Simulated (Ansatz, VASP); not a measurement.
# CuAu in VASP and in Ansatz

```
Cu Au
1.0
     2.81075    0.00000    0.00000
     0.00000    2.81075    0.00000
     0.00000    0.00000    3.68500
Cu Au
1 1
Cartesian
  1.4054 1.4054 1.8425
  0.0000 0.0000 0.0000
```

Alike in both runs: task single point; functional PBE; k mesh 6 × 6 × 6; occupations gaussian, width 0.1 eV; no spin polarisation.

|  | VASP | Ansatz |
| --- | --- | --- |
| version | VASP 6.6.1 | Ansatz 0.2.0 |
| potentials or method | VASP PAW PBE potentials, release 64 (Cu, Au) | scalar-relativistic, plane waves, PAW |
| plane-wave cutoff (eV) | 520 | 420 |
| valence electrons in the cell | 22 | 38 |

|  | VASP | Ansatz | Ansatz less VASP |
| --- | --- | --- | --- |
| gap on the k mesh at the Fermi level (eV) | none | none | - |
| pressure (GPa) | 5.3 | 5.3 | +0.03 |
| largest component of the traceless stress (GPa) | 2.13 | 2.21 | +0.078 |

A gap of «none» marks a metal or a gap that the smearing closes. With one functional, cell and mesh, what is left measures potentials, basis and numerics. The two sets of potentials don't hold the same shells in valence.

Caveats: the k mesh is coarse (spacing up to 0.37 Å⁻¹), so the values aren't converged. Spin-orbit coupling is left out, which matters for the levels of Au.
